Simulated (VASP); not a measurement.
Wanted: the native input for a VASP 6.6.1 run.

```yaml
Task: RPA correlation energy
Functional: PBE
Potentials_or_basis: VASP PAW PBE potentials, release 64 (Cd_GW, Se_GW)
Cutoff: 350 eV
k_mesh: 4 × 4 × 4
Occupations: gaussian, width 0.05 eV
Spin: no spin polarisation
Cutoff_of_the_response_function: 200
Frequency_points: 8
Further_INCAR_settings: ALGO = ACFDT; EDIFF = 1e-08; NBANDS = 878
```

The system is CdSe.

```
Cd Se
1.0
     0.00000    3.07027    3.07027
     3.07027    0.00000    3.07027
     3.07027    3.07027    0.00000
Cd Se
1 1
Cartesian
  0.0000 0.0000 0.0000
  1.5351 1.5351 1.5351
```

Measurements of this composition are mostly on another form, of space group No. 186.

These files were run (other wordings do the same):

POSCAR

```
CdSe
1.0
    0.0000000000      3.0702711986      3.0702711986
    3.0702711986      0.0000000000      3.0702711986
    3.0702711986      3.0702711986      0.0000000000
Cd Se
1 1
Direct
    0.0000000000      0.0000000000      0.0000000000
    0.2500000000      0.2500000000      0.2500000000
```

INCAR.step1

```
  PREC = Accurate
  ENCUT = 350
  EDIFF = 1E-8
  ISMEAR = 0
  SIGMA = 0.05
  LREAL = False
  LASPH = True
  NELM = 100
  ALGO = Normal
  LWAVE = True
  LCHARG = False
  GGA = PE
```

INCAR.step2

```
  PREC = Accurate
  ENCUT = 350
  EDIFF = 1E-8
  ISMEAR = 0
  SIGMA = 0.05
  LREAL = False
  LASPH = True
  NELM = 1
  ALGO = EIGENVAL
  LWAVE = False
  LCHARG = False
  GGA = PE
  LHFCALC = True
  AEXX = 1.0
  ALDAC = 0.0
  AGGAC = 0.0
  ISTART = 1
  PRECFOCK = Fast
```

INCAR.step3

```
  PREC = Accurate
  ENCUT = 350
  EDIFF = 1E-8
  ISMEAR = 0
  SIGMA = 0.05
  LREAL = False
  LASPH = True
  NELM = 1
  ALGO = Exact
  LWAVE = True
  LCHARG = False
  GGA = PE
  NBANDS = 878
  LOPTICS = True
  ISTART = 1
```

INCAR.step4

```
  PREC = Accurate
  ENCUT = 350
  EDIFF = 1E-8
  ISMEAR = 0
  SIGMA = 0.05
  LREAL = False
  LASPH = True
  NELM = 100
  ALGO = ACFDT
  LWAVE = False
  LCHARG = False
  GGA = PE
  NBANDS = 878
  ENCUTGW = 200
  NOMEGA = 8
  ISTART = 1
  PRECFOCK = Fast
```

KPOINTS

```
regular mesh
0
Gamma
  4 4 4
```

Potentials or basis: VASP PAW PBE potentials, release 64 (Cd_GW, Se_GW).

Launch:

```bash
$ cat potpaw_PBE.64/Cd_GW/POTCAR potpaw_PBE.64/Se_GW/POTCAR > POTCAR
$ cp INCAR.step1 INCAR
$ mpirun -np 1 vasp_std > vasp.out
$ cp INCAR.step2 INCAR
$ mpirun -np 1 vasp_std > vasp.out
$ cp INCAR.step3 INCAR
$ mpirun -np 1 vasp_std > vasp.out
$ cp INCAR.step4 INCAR
$ mpirun -np 1 vasp_std > vasp.out
```

It gave:

The band gap on the k mesh, mean-field level is 0.52 eV, direct and the RPA correlation energy is -11.838 eV/atom. The RPA total energy per cell is -34.382 eV and the RPA correlation energy per cell is -23.675 eV.

Caveat: the k mesh is coarse (spacing up to 0.44 Å⁻¹), so the values aren't converged.

Wall time 27 min on 1 thread of Intel(R) Xeon(R) Platinum 8259CL CPU @ 2.50GHz (Skylake/Cascade Lake) (shared host), peak memory 1 GiB.
